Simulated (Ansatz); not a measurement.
# SiC: the cost of one run

Computed with Ansatz 0.2.0 (DFT r2SCAN, scalar-relativistic, plane waves, PAW, unless a step's input says otherwise).

The COD entry's cell or inner coordinates are ideal or old and differ from later refinements, so a difference from it is no clean test against experiment.

2 further runs of the same task are left out: 2 set aside as unsound or not needed.

## 1. The system as given

The structure is cubic, space group F-43m (No. 216). The conventional cell has a = 4.356 Å, b = 4.356 Å, c = 4.356 Å, α = 90.00°, β = 90.00°, γ = 90.00°. Si (site symmetry -43m) is surrounded by 4 C at 1.89 Å. C (site symmetry -43m) is surrounded by 4 Si at 1.89 Å.

As a file:

```xyz
8
Lattice="4.3563 0.0000 0.0000 0.0000 -4.3563 0.0000 0.0000 0.0000 -4.3563" Properties=species:S:1:pos:R:3 pbc="T T T"
Si    0.0000    0.0000    0.0000
Si    2.1781   -2.1781    0.0000
Si    2.1781    0.0000   -2.1781
Si    0.0000   -2.1781   -2.1781
C     3.2672   -3.2672   -3.2672
C     1.0891   -1.0891   -3.2672
C     1.0891   -3.2672   -1.0891
C     3.2672   -1.0891   -1.0891
```

It is built from the cell relaxed beforehand with the same method (10.33 Å³/atom).

## 2. Zero of the scan

File input.yaml:

```yaml
crystal:
  lattice:
    - [4.356289964, 0.0, 0.0]
    - [0.0, -4.356289964, 0.0]
    - [0.0, 0.0, -4.356289964]
  atoms:
    - { symbol: Si, position: [0.0, 0.0, 0.0] }
    - { symbol: Si, position: [0.5, 0.5, 0.0] }
    - { symbol: Si, position: [0.5, 0.0, 0.5] }
    - { symbol: Si, position: [0.0, 0.5, 0.5] }
    - { symbol: C, position: [0.75, 0.75, 0.75] }
    - { symbol: C, position: [0.25, 0.25, 0.75] }
    - { symbol: C, position: [0.25, 0.75, 0.25] }
    - { symbol: C, position: [0.75, 0.25, 0.25] }
basis:
  ecutwfc: 500
kpoints:
  mp_grid: { grid: [6, 6, 6] }
hamiltonian:
  xc: r2scan
scf:
  occupations: { method: gaussian, width: 0.05 }
output:
  forces: true
  stress: true
  eigenvalues: true
```

On the command line:

```
> ansatz run input.yaml --threads 1 --pin off --max-ram 2560MiB --backend cpu --events-out ev --progress --plain --runs-dir out
```

**Question.** How long does this run take on 1 thread of Intel Xeon Platinum 8259CL at 2.50GHz (Skylake/Cascade Lake), shared host, and how much memory does it need?

About 10 s, with a peak of 0.49 GiB.
